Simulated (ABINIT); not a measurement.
# C in ABINIT: relaxation of cell and atoms with PBEsol

Aim: the relaxation of cell and atoms of C with PBEsol.

All numbers are computed with ABINIT 10.8.3 (patched build); they aren't measurements. Logs are shortened: lines on timing, memory, paths and dates and some standing lists are left out, and cuts for length are marked. The log counts tension as positive stress, the text compression.

**1. The slab as given**

The cell holds a slab with vacuum, 4 atoms: a = 2.456 Å, b = 2.456 Å, c = 24.134 Å, α = 90.00°, β = 90.00°, γ = 120.00°.

**2. Relaxation of cell and atoms, PBEsol**

run.abi reads:

```
pp_dirpath "./"
pseudos "C.GGA_PBE-JTH.xml"

acell 3*1.0
rprim
     4.6415972861     0.0000000000     0.0000000000
    -2.3207986431     4.0197411640     0.0000000000
     0.0000000000     0.0000000000    45.6065750215
ntypat 1
znucl 6
natom 4
typat 1 1 1 1
xred
     0.6666666667     0.3333333333     0.5704754400
     0.3333333333     0.6666666667     0.4295245600
     0.0000000000     0.0000000000     0.4295312300
     0.0000000000     0.0000000000     0.5704687700
chkprim 0
chksymtnons 0
tolsym 1.0e-6

ecut 19.0
pawecutdg 38.0
pawxcdev 0
pawovlp -1

kptopt 1
ngkpt 12 12 2
nshiftk 1
shiftk 0.0 0.0 0.0

ixc -116133

nband 12
occopt 3
tsmear 0.00183747

nstep 100
tolvrs 1.0e-9

iomode 3
prtwf 0
prtden 0
prteig 0
prtebands 0

ionmov 2
ntime 60
tolmxf 0.0001
optcell 2
dilatmx 1.08
ecutsm 0.5
```

Potentials or basis: JTH PAW PBE v2.0.

On the command line:

```
$ abinit run.abi > log 2>&1
```

run.abo:

```text
.Version 10.8.3 of ABINIT
 Symmetries : space group P-3 m 1 (#164); Bravais hP (primitive hexag.)
================================================================================
 Values of the parameters that define the memory need of the present run
     intxc =       0    ionmov =       2      iscf =      17    lmnmax =       8
     lnmax =       4     mgfft =     200  mpssoang =       2    mqgrid =   13669
     natom =       4  nloc_mem =       2    nspden =       1   nspinor =       1
    nsppol =       1      nsym =      12    n1xccc =       1    ntypat =       1
    occopt =       3   xclevel =       2
       mpw =        4323          nfft =       80000          nkpt =          38
 PAW method is used; the additional fine FFT grid is defined by:
   mgfftf=       288    nfftf =    259200
================================================================================
================================================================================

--------------------------------------------------------------------------------
------------- Echo of variables that govern the present computation ------------
--------------------------------------------------------------------------------
 -outvars: echo values of preprocessed input variables --------
            acell      1.0000000000E+00  1.0000000000E+00  1.0000000000E+00 Bohr
              amu      1.20110000E+01
          chkprim           0
      chksymtnons           0
          dilatmx      1.08000000E+00
             ecut      1.90000000E+01 Hartree
           ecutsm      5.00000000E-01 Hartree
           ionmov           2
              ixc     -116133
         kptrlatt       12    0    0      0   12    0      0    0    2
          kptrlen      5.56991674E+01
            natom           4
            nband          12
            ngfft          20      20     200
          ngfftdg          30      30     288
             nkpt          38
            nstep         100
             nsym          12
            ntime          60
           ntypat           1
           occopt           3
          optcell           2
        pawecutdg      3.80000000E+01 Hartree
          pawovlp     -1.0000000000E+00
         pawxcdev           0
           prtden           0
        prtebands           0
           prteig           0
            prtwf           0
            rprim      4.6415972861E+00  0.0000000000E+00  0.0000000000E+00
                      -2.3207986431E+00  4.0197411640E+00  0.0000000000E+00
                       0.0000000000E+00  0.0000000000E+00  4.5606575021E+01
          spgroup         164
           tolmxf      1.00000000E-04
           tolsym      1.00000000E-06
           tolvrs      1.00000000E-09
           tsmear      1.83747000E-03 Hartree
            typat      1  1  1  1
           useylm           1
           xangst      1.2281137522E+00  7.0905180542E-01  1.3767831537E+01
                      -1.7639052258E-11  1.4181036108E+00  1.0366128615E+01
                      -1.1362334704E-16 -1.9680141001E-16  1.0366289589E+01
                      -1.1362334704E-16 -1.9680141001E-16  1.3767670563E+01
            xcart      2.3207986430E+00  1.3399137213E+00  2.6017430952E+01
                      -3.3332977889E-11  2.6798274427E+00  1.9589144069E+01
                      -2.1471700741E-16 -3.7190076611E-16  1.9589448265E+01
                      -2.1471700741E-16 -3.7190076611E-16  2.6017126756E+01
             xred      6.6666666667E-01  3.3333333333E-01  5.7047544000E-01
                       3.3333333333E-01  6.6666666667E-01  4.2952456000E-01
                      -9.2518585385E-17 -9.2518585385E-17  4.2953123000E-01
                      -9.2518585385E-17 -9.2518585385E-17  5.7046877000E-01
            znucl        6.00000

================================================================================

 chkinp: Checking input parameters for consistency.

================================================================================
== DATASET  1 ==================================================================

--- !DatasetInfo
iteration_state: {dtset: 1, }
dimensions: {natom: 4, nkpt: 38, mband: 12, nsppol: 1, nspinor: 1, nspden: 1, mpw: 4323, }
cutoff_energies: {ecut:  19.0, pawecutdg:  38.0, }
electrons: {nelect:   1.60000000E+01, charge:   0.00000000E+00, occopt:   3.00000000E+00, tsmear:   1.83747000E-03, }
meta: {optdriver: 0, ionmov: 2, optcell: 2, iscf: 17, paral_kgb: 0, }
...

[... 30 lines left out ...]

=== [ionmov= 2] Broyden-Fletcher-Goldfarb-Shanno method (forces)
================================================================================

--- Iteration: ( 1/60) Internal Cycle: (1/1)
--------------------------------------------------------------------------------

---SELF-CONSISTENT-FIELD CONVERGENCE--------------------------------------------
[... 1978 lines left out ...]
 Difference of energy with previous step (new-old):
           Absolute (Ha)= 3.91249E-06
           Relative     = 1.70739E-07

 At Broyd/MD step  15, gradients are converged :
  max grad (force/stress) = 8.3866E-05 < tolmxf= 1.0000E-04 ha/bohr (free atoms)

================================================================================

 ----iterations are completed or convergence reached----

 Mean square residual over all n,k,spin=   24.036E-10; max=  73.050E-08
 reduced coordinates (array xred) for    4 atoms
       0.666666666667      0.333333333333      0.571251755786
       0.333333333333      0.666666666667      0.428748244214
      -0.000000000000     -0.000000000000      0.428768798932
      -0.000000000000     -0.000000000000      0.571231201068
 rms dE/dt=  1.9773E-03; max dE/dt=  3.8398E-03; dE/dt below (all hartree)
    1      -0.000000000000      0.000000000000      0.002951929635
    2       0.000000000000      0.000000000000     -0.002951929635
    3       0.000000000000     -0.000000000000     -0.003839798414
    4       0.000000000000     -0.000000000000      0.003839798414

 cartesian coordinates (angstrom) at end:
    1      1.22912367668418     0.70963488562379    13.84053771737898
    2     -0.00000000001765     1.41926977124758    10.38790022998448
    3     -0.00000000000000    -0.00000000000000    10.38839823867912
    4     -0.00000000000000    -0.00000000000000    13.84003970868441

 cartesian forces (hartree/bohr) at end:
    1      0.00000000000000    -0.00000000000000    -0.00006447357001
    2      0.00000000000000    -0.00000000000000     0.00006447357001
    3     -0.00000000000000     0.00000000000000     0.00008386565483
    4      0.00000000000000     0.00000000000000    -0.00008386565483
 frms,max,avg= 4.3186204E-05 8.3865655E-05   0.000E+00  0.000E+00  0.000E+00 h/b

 cartesian forces (eV/Angstrom) at end:
    1      0.00000000000000    -0.00000000000000    -0.00331536426962
    2      0.00000000000000    -0.00000000000000     0.00331536426962
    3     -0.00000000000000     0.00000000000000     0.00431254536437
    4      0.00000000000000     0.00000000000000    -0.00431254536437
 frms,max,avg= 2.2207239E-03 4.3125454E-03   0.000E+00  0.000E+00  0.000E+00 e/A
 length scales=  4.645414247637  4.645414247749 45.785112179068 bohr
              =  2.458247353386  2.458247353445 24.228437947363 angstroms
 Fermi (or HOMO) energy (hartree) =  -0.06458   Average Vxc (hartree)=  -0.13450
 Eigenvalues (hartree) for nkpt=  38  k points:
 kpt#   1, nband= 12, wtk=  0.00347, kpt=  0.0000  0.0000  0.0000 (reduced coord)
  -0.78513   -0.78062   -0.36300   -0.33146   -0.17433   -0.17433   -0.17408   -0.17408
   0.05566    0.06774    0.07787    0.10494
      occupation numbers for kpt#   1
   2.00000    2.00000    2.00000    2.00000    2.00000    2.00000    2.00000    2.00000
   0.00000    0.00000    0.00000    0.00000
 prteigrs : prtvol=0 or 1, do not print more k-points.

--- !EnergyTerms
iteration_state     : {dtset: 1, itime: 15, icycle: 1, }
comment             : Components of total free energy in Hartree
kinetic             :  1.36390600999824E+01
hartree             :  1.87184107289987E+02
xc                  : -8.47344469760180E+00
Ewald energy        :  1.68369026625344E+02
psp_core            :  3.27176333929525E-01
local_psp           : -3.87008270362224E+02
PAW spherical_terms :  3.04733510853957E+00
internal            : -2.29150096020425E+01
'-kT*entropy'       : -7.28777839777836E-05
total_energy        : -2.29150824798264E+01
total_energy_eV     : -6.23551160217069E+02
...

--- !EnergyTermsDC
iteration_state     : {dtset: 1, itime: 15, icycle: 1, }
comment             : '"Double-counting" decomposition of free energy'
band_energy         : -6.41058014912478E+00
Ewald energy        :  1.68369026625344E+02
psp_core            :  3.27176333929525E-01
xc_dc               : -1.86801728707926E+02
PAW spherical_terms :  1.60108274557355E+00
internal            : -2.29150231522032E+01
'-kT*entropy'       : -7.28777839777836E-05
total_energy_dc     : -2.29150960299872E+01
total_energy_dc_eV  : -6.23551528935727E+02
...

--- !EnergyTermsWithPAWCore
iteration_state     : {dtset: 1, itime: 15, icycle: 1, }
comment             : 'Components of total free energy, including PAW core contributions'
Total energy        : -1.51791577517506E+02
Total energy DC     : -1.51791591067667E+02
Total energy (eV)   : -4.13045924471562E+03
Total energy DC (eV): -4.13045961343427E+03
...

 rms coord change=  4.4422E-04   atom, delta coord (reduced):
     1        0.000000000000      0.000000000000      0.000776315786
     2        0.000000000000      0.000000000000     -0.000776315786
     3       -0.000000000000      0.000000000000     -0.000762431068
     4        0.000000000000     -0.000000000000      0.000762431068

 Cartesian components of stress tensor (hartree/bohr^3)
  sigma(1 1)=  6.82785200E-07  sigma(3 2)=  0.00000000E+00
  sigma(2 2)=  6.82785181E-07  sigma(3 1)=  0.00000000E+00
  sigma(3 3)= -5.18034803E-09  sigma(2 1)=  4.76449853E-15

-Cartesian components of stress tensor (GPa)         [Pressure= -1.3341E-02 GPa]
- sigma(1 1)=  2.00882341E-02  sigma(3 2)=  0.00000000E+00
- sigma(2 2)=  2.00882336E-02  sigma(3 1)=  0.00000000E+00
- sigma(3 3)= -1.52411101E-04  sigma(2 1)=  1.40176386E-10

== END DATASET(S) ==============================================================
================================================================================

 -outvars: echo values of variables after computation  --------
            acell      4.6454142476E+00  4.6454142477E+00  4.5785112179E+01 Bohr
           etotal     -2.2915096030E+01
            fcart      9.2741618452E-28 -1.8740539432E-27 -6.4473570008E-05
                       0.0000000000E+00 -1.3386099594E-27  6.4473570008E-05
                      -9.2741618452E-28  1.3386099594E-27  8.3865654827E-05
                       0.0000000000E+00  1.8740539432E-27 -8.3865654827E-05
            rprim      1.0000000000E+00  0.0000000000E+00  0.0000000000E+00
                      -5.0000000000E-01  8.6602540379E-01  0.0000000000E+00
                       0.0000000000E+00  0.0000000000E+00  1.0000000000E+00
           strten      6.8278520011E-07  6.8278518096E-07 -5.1803480252E-09
                       0.0000000000E+00  0.0000000000E+00  4.7644985289E-15
           xangst      1.2291236767E+00  7.0963488562E-01  1.3840537717E+01
                      -1.7653622413E-11  1.4192697712E+00  1.0387900230E+01
                      -1.1371678383E-16 -1.9696324727E-16  1.0388398239E+01
                      -1.1371678379E-16 -1.9696324730E-16  1.3840039709E+01
             xred      6.6666666667E-01  3.3333333333E-01  5.7125175579E-01
                       3.3333333333E-01  6.6666666667E-01  4.2874824421E-01
                      -9.2518585387E-17 -9.2518585385E-17  4.2876879893E-01
                      -9.2518585377E-17 -9.2518585396E-17  5.7123120107E-01
 Calculation completed.
```

It took 33 min on 1 thread of Arm Neoverse V2, shared host; peak memory 0.19 GiB.

What came out:

| Property | Result |
| --- | --- |
| Free energy | -623.5515 eV |
| Relaxed volume | 31.70 Å³/atom |
| Relaxed cell | a = 2.458 Å, b = 2.458 Å, c = 24.228 Å, α = 90.00°, β = 90.00°, γ = 120.00° |
| Space group after relaxing (to 0.05 Å) | P-3m1 (No. 164) |
| Energy gained by relaxing | 0.4 meV/atom |
| Ionic steps | 15 |
| Largest force after relaxing | 0.004 eV/Å |
| Band gap on the k mesh | none (metal or under the smearing width) |

Forces in eV/Å, atoms in the order of the input:
```
C    0.000  0.000 -0.003
C    0.000  0.000  0.003
C    0.000  0.000  0.004
C    0.000  0.000 -0.004
```

The path:
```csv
step,energy change (eV),largest force (eV/Å),pressure (GPa),volume (Å³)
1,0.0000,0.0307,0.19,126.09
2,0.0003,0.0282,0.12,126.17
3,-0.0001,0.0241,0.01,126.32
4,-0.0002,0.0250,-0.04,126.39
5,-0.0007,0.0278,-0.07,126.45
6,-0.0012,0.0327,-0.15,126.66
7,-0.0015,0.0265,-0.20,126.82
8,-0.0015,0.0156,-0.09,126.75
9,-0.0014,0.0082,0.00,126.71
10,-0.0014,0.0167,0.17,126.74
11,-0.0014,0.0059,0.08,126.78
12,-0.0015,0.0054,0.02,126.86
13,-0.0017,0.0107,-0.06,126.91
14,-0.0017,0.0064,-0.03,126.87
15,-0.0016,0.0043,-0.01,126.80
```

Final structure:
```cif
data_structure
_symmetry_space_group_name_H-M 'P 1'
_symmetry_Int_Tables_number 1
_cell_length_a 2.4582
_cell_length_b 2.4582
_cell_length_c 24.2284
_cell_angle_alpha 90.000
_cell_angle_beta 90.000
_cell_angle_gamma 120.000
_cell_volume 126.80
loop_
_atom_site_label
_atom_site_type_symbol
_atom_site_fract_x
_atom_site_fract_y
_atom_site_fract_z
_atom_site_occupancy
C1 C 0.66667 0.33333 0.57125 1
C2 C 0.33333 0.66667 0.42875 1
C3 C 0.00000 0.00000 0.42877 1
C4 C 0.00000 0.00000 0.57123 1
```

Caveat: the PAW data sets were made with another functional, which shifts forces and pressure a little; the atomic spheres overlap.
